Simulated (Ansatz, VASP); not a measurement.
This is a calculation of HfB2 for Ansatz 0.2.0.

Contents of input.yaml:

```yaml
crystal:
  lattice:
    - [3.181320528, 0.0, 0.0]
    - [-1.590660264, 2.7551043948, 0.0]
    - [0.0, 0.0, 3.5257947253]
  atoms:
    - { symbol: Hf, position: [0.0, 0.0, 0.0] }
    - { symbol: B, position: [0.6666666667, 0.3333333333, 0.5] }
    - { symbol: B, position: [0.3333333333, 0.6666666667, 0.5] }
kpoints:
  mp_grid: { grid: [10, 10, 8] }
scf:
  occupations: { method: fermi_dirac, width: 0.05 }
hamiltonian:
  xc: lda
  pseudopotentials: { kind: all_electron, lapw: { basis_error: 0.002 } }
output:
  forces: true
  stress: true
  eigenvalues: true
```

Potentials or basis: all-electron LAPW, scalar-relativistic.

The run is started by

```sh
$ ansatz run input.yaml --threads 2 --pin off --max-ram 8192MiB --backend cpu --events-out ev --progress --plain --runs-dir out
```

Problem. Translate it to VASP 6.6.1. Potentials there: VASP PAW LDA potentials, release 64 (Hf_pv, B).

Solution. As run (the cutoff follows the program's own potentials):

INCAR

```
ALGO = Normal ; EDIFF = 1E-6
ENCUT = 520 ; ISIF = 2
ISMEAR = -1 ; LASPH = T
LCHARG = T ; LELF = T
LREAL = F ; LVHAR = T
LWAVE = F ; NBANDS = 15
NELM = 80 ; PREC = Accurate
SIGMA = 0.05
```

KPOINTS

```
k-points
0
Gamma
  10 10 8
```

POSCAR

```
HfB2
1.0
    3.1813205280      0.0000000000      0.0000000000
   -1.5906602640      2.7551043948      0.0000000000
    0.0000000000      0.0000000000      3.5257947253
Hf B
1 2
Direct
    0.0000000000      0.0000000000      0.0000000000
    0.6666666667      0.3333333333      0.5000000000
    0.3333333333      0.6666666667      0.5000000000
```

Potentials or basis: VASP PAW LDA potentials, release 64 (Hf_pv, B).

The run is started by

```sh
$ cat potpaw_LDA.64/Hf_pv/POTCAR potpaw_LDA.64/B/POTCAR > POTCAR
$ mpirun -np 1 vasp_std > vasp.out
```

Both were run:

|  | VASP | Ansatz | Ansatz less VASP |
| --- | --- | --- | --- |
| gap on the k mesh at the Fermi level (eV) | none | none | - |
| pressure (GPa) | -18.4 | -18.6 | -0.23 |
| largest component of the traceless stress (GPa) | 0.92 | 0.82 | -0.094 |

A gap of «none» marks a metal or a gap that the smearing closes. Ansatz ran all-electron here, so the differences hold the error of VASP's frozen core and of both bases.

Caveats: so large a pressure means that the cell lies far from this level's equilibrium, or that cutoff or potentials fall short (VASP). Spin-orbit coupling is left out, which matters for the levels of Hf.
